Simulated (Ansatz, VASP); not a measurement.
# InSb: VASP beside Ansatz

File INCAR:

```
SYSTEM = InSb
ALGO = Normal
EDIFF = 1E-6
ENCUT = 520
GGA = PS
ISIF = 2
ISMEAR = -1
LASPH = .True.
LCHARG = .True.
LELF = .True.
LREAL = .False.
LVHAR = .True.
LWAVE = .False.
NBANDS = 16
NELM = 100
PREC = Accurate
SIGMA = 0.05
```

File KPOINTS:

```
k-points
0
Gamma
  9 9 9
  0 0 0
```

Contents of POSCAR:

```
InSb
1.0
    0.0000000000      3.2067090000      3.2391000000
    3.2067090000      0.0000000000      3.2391000000
    3.2067090000      3.2067090000      0.0000000000
In Sb
1 1
Direct
    0.0000000000      0.0000000000      0.0000000000
    0.7500000000      0.7500000000      0.7500000000
```

Input for Ansatz:

```yaml
crystal:
  lattice:
    - [0.0, 3.206709, 3.2391]
    - [3.206709, 0.0, 3.2391]
    - [3.206709, 3.206709, 0.0]
  atoms:
    - { symbol: In, position: [0.0, 0.0, 0.0] }
    - { symbol: Sb, position: [0.75, 0.75, 0.75] }
kpoints:
  mp_grid: { grid: [9, 9, 9] }
  band_path:
    path:
      - [0.0, 0.0, 0.0]
      - [0.5, 0.0, 0.5]
      - [0.75, 0.25, 0.5]
      - [0.5, 0.5, 0.5]
      - [0.0, 0.0, 0.0]
      - [0.5, 0.5, 0.0]
      - [0.6274875, 0.6274875, 0.254975]
      - [0.3725125, 0.3725125, 0.745025]
      - [0.0, 0.0, 0.0]
    npoints: 5
scf:
  occupations: { method: fermi_dirac, width: 0.05 }
hamiltonian:
  xc: pbesol
  pseudopotentials: { kind: all_electron, lapw: { basis_error: 0.00025 } }
output:
  forces: true
  stress: true
  eigenvalues: true
```

Change from the starting cell: equal xx and yy strain of -1 %.

Alike in both runs: task single point; functional PBEsol; k mesh 9 × 9 × 9; occupations fermi-dirac, width 0.05 eV; no spin polarisation.

```csv
,VASP,Ansatz
version,VASP 6.6.1,Ansatz 0.2.0
potentials or method,"VASP PAW PBE potentials, release 64 (In_d, Sb)","all-electron LAPW, scalar-relativistic"
plane-wave cutoff (eV),520,see its input
```

VASP gave:

* pressure (GPa): 1.9
* largest component of the traceless stress (GPa): 0.18

Question: Estimate Ansatz's values.

Answer: Pressure (GPa): 1.8; largest component of the traceless stress (GPa): 0.18.

Ansatz ran all-electron here, so the differences hold the error of VASP's frozen core and of both bases.

Caveats: the PAW data sets were made with another functional, which shifts forces and pressure a little (VASP). The runs have no spin-orbit coupling, so splittings on Sb are missing.
